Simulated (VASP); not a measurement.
MgO, 4 atoms in the cell. It takes space group P6_3mc (No. 186, hexagonal). Conventional cell: a = 3.300 Å, b = 3.300 Å, c = 5.009 Å, α = 90.00°, β = 90.00°, γ = 120.00°. Mg (site symmetry 3m) is surrounded by 4 O at 1.97 to 1.99 Å. Around O (site symmetry 3m) lie 4 Mg at 1.97 to 1.99 Å. Measurements of this composition are mostly on another form, of space group No. 225.

* Program: VASP 6.6.1
* Task: band structure
* Functional: r2SCAN
* Potentials or basis: VASP PAW PBE potentials, release 64 (Mg, O)
* Cutoff: 520 eV
* k mesh: 9 × 9 × 6
* Occupations: gaussian, width 0.02 eV
* Spin: no spin polarisation
* Further INCAR settings: ALGO = Normal; EDIFF = 1e-07; NBANDS = 16

Potentials or basis: VASP PAW PBE potentials, release 64 (Mg, O).

Command:

```console
$ cat potpaw_PBE.64/Mg/POTCAR potpaw_PBE.64/O/POTCAR > POTCAR
$ mpirun -np 1 vasp_std > vasp.out
```

Hardware: 1 thread of AMD EPYC 9R45 (Zen 5) (shared host).

Problem. Estimate the wall time of this run.

Solution. Wall time 7.6 min on 1 thread of AMD EPYC 9R45 (Zen 5), on a shared host, peak memory 0.22 GiB. Counts: scf iterations 36, k points 100.
